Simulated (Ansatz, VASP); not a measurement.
Two plane-wave programs on ZrSiO4 (Zircon)

File INCAR:

```
SYSTEM = ZrSiO4
PREC = Accurate
ENCUT = 520
EDIFF = 1E-7
ISMEAR = -1
SIGMA = 0.05
LREAL = .False.
LASPH = .True.
NELM = 80
ALGO = Normal
ISIF = 2
LWAVE = .False.
LCHARG = .False.
GGA = PE
NBANDS = 52
```

KPOINTS

```
regular mesh
0
Gamma
  6 6 6
  0 0 0
```

POSCAR

```
ZrSiO4
1.0
   -3.2588526350      3.2588526350      2.9505761257
    3.2588526350     -3.2588526350      2.9505761257
    3.2588526350      3.2588526350     -2.9505761257
Zr Si O
2 2 8
Direct
    0.0000000000      0.0000000000      0.0000000000
    0.7500000000      0.2500000000      0.5000000000
    0.5000000000      0.5000000000      0.0000000000
    0.2500000000      0.7500000000      0.5000000000
    0.6797000000      0.4958000000      0.8161000000
    0.2458000000      0.9297000000      0.3161000000
    0.6797000000      0.8636000000      0.1839000000
    0.6136000000      0.9297000000      0.6839000000
    0.0703000000      0.3864000000      0.3161000000
    0.5042000000      0.3203000000      0.1839000000
    0.0703000000      0.7542000000      0.6839000000
    0.1364000000      0.3203000000      0.8161000000
```

input.yaml

```yaml
crystal:
  lattice:
    - [-3.258852635, 3.258852635, 2.9505761257]
    - [3.258852635, -3.258852635, 2.9505761257]
    - [3.258852635, 3.258852635, -2.9505761257]
  atoms:
    - { symbol: Zr, position: [0.0, 0.0, 0.0] }
    - { symbol: Zr, position: [0.75, 0.25, 0.5] }
    - { symbol: Si, position: [0.5, 0.5, 0.0] }
    - { symbol: Si, position: [0.25, 0.75, 0.5] }
    - { symbol: O, position: [0.6797, 0.4958, 0.8161] }
    - { symbol: O, position: [0.2458, 0.9297, 0.3161] }
    - { symbol: O, position: [0.6797, 0.8636, 0.1839] }
    - { symbol: O, position: [0.6136, 0.9297, 0.6839] }
    - { symbol: O, position: [0.0703, 0.3864, 0.3161] }
    - { symbol: O, position: [0.5042, 0.3203, 0.1839] }
    - { symbol: O, position: [0.0703, 0.7542, 0.6839] }
    - { symbol: O, position: [0.1364, 0.3203, 0.8161] }
hamiltonian:
  xc: pbe
  pseudopotentials: { kind: paw }
kpoints:
  mp_grid: { grid: [6, 6, 6] }
scf:
  occupations: { method: fermi_dirac, width: 0.05 }
output:
  forces: true
  stress: true
  eigenvalues: true
```

Change from the starting cell: volume scaled by 0.96.

Alike in both runs: task single point; functional PBE; k mesh 6 × 6 × 6; occupations fermi-dirac, width 0.05 eV; no spin polarisation.

```csv
,VASP,Ansatz
version,VASP 6.6.1,Ansatz 0.2.0
potentials or method,"VASP PAW PBE potentials, release 64 (Zr_sv, Si, O)",Ansatz PAW
plane-wave cutoff (eV),520,420
valence electrons in the cell,80,80
```

|  | VASP | Ansatz | Ansatz less VASP |
| --- | --- | --- | --- |
| gap on the k mesh at the Fermi level (eV) | 4.95 | 4.95 | +0.003 |
| least direct gap on the mesh (eV) | 5.22 | 5.21 | -0.003 |
| pressure (GPa) | 18.3 | 17.9 | -0.41 |
| largest component of the traceless stress (GPa) | 1.77 | 1.52 | -0.250 |
| rms of the force components (eV/Å) | 0.364 | 0.341 | -0.0231 |

Atom by atom the forces differ by 0.023 eV/Å (rms over components). With one functional, cell and mesh, what is left measures potentials, basis and numerics.

Caveats: the pressure holds a Pulay correction of +0.7 GPa for the finite cutoff (Ansatz). A k mesh can miss the band edges.
